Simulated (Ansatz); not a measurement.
# CaSe: a tetragonal deformation path

Aim: for CaSe, look for other minima along a tetragonal path.

The COD entry's cell or inner coordinates are ideal or old and differ from later refinements, so a difference from it is no clean test against experiment.

Computed with Ansatz 0.2.0 (DFT LDA, scalar-relativistic, plane waves, PAW, unless a step's input says otherwise).

**1. Starting point**

Symmetry: Fm-3m, No. 225, cubic system. The conventional cell has a = 5.912 Å, b = 5.912 Å, c = 5.912 Å, α = 90.00°, β = 90.00°, γ = 90.00°. Ca (site symmetry m-3m) has 6 Se at 2.96 Å as nearest neighbours. Se (site symmetry m-3m) has 6 Ca at 2.96 Å as nearest neighbours.

Coordinates:

```xyz
2
Lattice="0.0000 2.9560 2.9560 2.9560 0.0000 2.9560 2.9560 2.9560 0.0000" Properties=species:S:1:pos:R:3 pbc="T T T"
Ca    0.0000    0.0000    0.0000
Se    2.9560    2.9560    2.9560
```

The cell is taken as given, not relaxed at this level.

**2. The reference: the undisturbed cell on the scan's mesh**

input.yaml

```yaml
crystal:
  lattice:
    - [0.0, 2.956, 2.956]
    - [2.956, 0.0, 2.956]
    - [2.956, 2.956, 0.0]
  atoms:
    - { symbol: Ca, position: [0.0, 0.0, 0.0] }
    - { symbol: Se, position: [0.5, 0.5, 0.5] }
basis:
  ecutwfc: 420
kpoints:
  mp_grid: { grid: [10, 10, 10] }
hamiltonian:
  xc: lda
scf:
  occupations: { method: gaussian, width: 0.05 }
output:
  forces: true
  stress: true
  eigenvalues: true
```

Started as:

```bash
> ansatz run input.yaml --threads 1 --pin off --max-ram 1228MiB --backend cpu --events-out ev --progress --plain --runs-dir out
```

The session goes on with these runs: At ρ = 0.707; At ρ = 1.414; At ρ = 0.850; ρ = 1.200; ρ = 0.780; At ρ = 1.300; ρ = 0.920; At ρ = 1.100; At ρ = 0.650; At ρ = 1.500; ρ = 0.960; ρ = 1.050.

What does the calculation give? Wanted: highest point.

As calculated:

```
     quantity                         value
highest point  1815.6 meV/atom at ρ = 0.650
```

In words: No sampled point lies below the undisturbed cell. No further minimum shows among the sampled points. The gap on the mesh, 1.88 eV at the start, reads zero at ρ = 0.650. The final runs have no spin polarisation, so no magnetic state was tried and one may lie lower.
